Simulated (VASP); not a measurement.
Write the native input for VASP 6.6.1 that does the following.

- Task: single point
- Functional: HSE(alpha, omega)
- Potentials or basis: VASP PAW PBE potentials, release 64 (Hg, Te)
- Cutoff: 520 eV
- k mesh: 5 × 5 × 5
- Occupations: fermi-dirac, width 0.05 eV
- Spin: no spin polarisation
- Screening parameter: 0.15
- Grid for exact exchange (PRECFOCK): Fast
- Further INCAR settings: ALGO = Normal; EDIFF = 1e-07

The system is HgTe.

```
CELL_PARAMETERS angstrom
-3.04560 3.04560 1.55941
3.04560 -3.04560 1.55941
3.04560 3.04560 -1.55941
ATOMIC_POSITIONS crystal
Hg 0.75000 0.25000 0.50000
Te 0.00000 0.00000 0.00000
```

Measurements of this composition are mostly on another form, of space group No. 216.

One way to write it, as run:

POSCAR

```
HgTe
1.0
   -3.0456030000      3.0456030000      1.5594100000
    3.0456030000     -3.0456030000      1.5594100000
    3.0456030000      3.0456030000     -1.5594100000
Hg Te
1 1
Direct
    0.7500000000      0.2500000000      0.5000000000
    0.0000000000      0.0000000000      0.0000000000
```

INCAR.step1

```
SYSTEM = HgTe
ALGO = Normal
EDIFF = 1E-5
ENCUT = 520
GGA = PE
ISIF = 2
ISMEAR = -1
LASPH = .True.
LREAL = .False.
LWAVE = .True.
NELM = 80
PREC = Accurate
SIGMA = 0.05
```

INCAR.step2

```
SYSTEM = HgTe
AEXX = 0.25
ALGO = Normal
EDIFF = 1E-7
ENCUT = 520
GGA = PE
HFSCREEN = 0.15
ISIF = 2
ISMEAR = -1
ISTART = 1
LASPH = .True.
LCHARG = .False.
LHFCALC = .True.
LREAL = .False.
LWAVE = .False.
NELM = 80
PREC = Accurate
PRECFOCK = Fast
SIGMA = 0.05
```

KPOINTS

```
k-points
0
Gamma
  5 5 5
  0 0 0
```

Potentials or basis: VASP PAW PBE potentials, release 64 (Hg, Te).

Command:

```console
$ cat potpaw_PBE.64/Hg/POTCAR potpaw_PBE.64/Te/POTCAR > POTCAR
$ cp INCAR.step1 INCAR
$ mpirun -np 1 vasp_std > vasp.out
$ cp INCAR.step2 INCAR
$ mpirun -np 1 vasp_std > vasp.out
```

It gave:

* Pressure: -1.8 GPa
* Band gap on the k mesh: none (metal or under the smearing width)

Caveat: the k mesh is coarse (spacing up to 0.45 Å⁻¹), so the values aren't converged, least of all with exact exchange; the PAW data sets were made with another functional, which shifts forces and pressure a little.

Run time: 18 min on 1 thread of Intel(R) Xeon(R) Platinum 8559C (Emerald Rapids), on a shared host, peak memory 0.31 GiB.
